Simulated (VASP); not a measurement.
Here is a VASP 6.6.1 calculation.

INCAR

```
SYSTEM = Au
PREC     = Accurate       ! precision mode
ENCUT    = 600            ! plane-wave cutoff, eV
EDIFF    = 1E-7           ! SCF threshold, eV
ISMEAR   = 0              ! smearing method
SIGMA    = 0.1            ! smearing width, eV
LREAL    = .FALSE.        ! projectors in reciprocal space
LASPH    = .TRUE.         ! aspherical terms in the spheres
NELM     = 100            ! most SCF steps
ALGO     = Fast           ! electronic algorithm
ISIF     = 3              ! what is computed and relaxed
LWAVE    = .FALSE.        ! write WAVECAR
LCHARG   = .FALSE.        ! write CHGCAR
GGA      = PS             ! functional
IBRION   = 2              ! ionic algorithm
NSW      = 90             ! ionic steps
EDIFFG   = -0.005         ! ionic threshold
```

KPOINTS

```
regular mesh
0
G
  18 18 18
  0 0 0
```

File POSCAR:

```
Au
1.0
    0.0000000000      2.0585000000      2.0585000000
    2.0585000000      0.0000000000      2.0585000000
    2.0585000000      2.0585000000      0.0000000000
Au
1
Direct
    0.0000000000      0.0000000000      0.0000000000
```

Potentials or basis: VASP PAW PBE potentials, release 64 (Au).

Run with:

```bash
$ cat potpaw_PBE.64/Au/POTCAR > POTCAR
$ mpirun -np 1 vasp_std > vasp.out
```

Question: Predict the relaxed volume.

Answer: 17.00 Å³/atom.

Question: What does it give for the relaxed cell?

Answer: a = 2.886 Å, b = 2.886 Å, c = 2.886 Å, α = 60.00°, β = 60.00°, γ = 60.00°.

Question: What does it give for the band gap on the k mesh?

Answer: None (metal or under the smearing width).

Question: Predict the space group after relaxing (to 0.05 Å).

Answer: Fm-3m (No. 225).

Final structure:
```
CELL_PARAMETERS angstrom
0.00000 2.04099 2.04099
2.04099 0.00000 2.04099
2.04099 2.04099 0.00000
ATOMIC_POSITIONS crystal
Au 0.00000 0.00000 0.00000
```

Caveat: the PAW data sets were made with another functional, which shifts forces and pressure a little. Spin-orbit coupling is left out, which matters for the levels of Au.
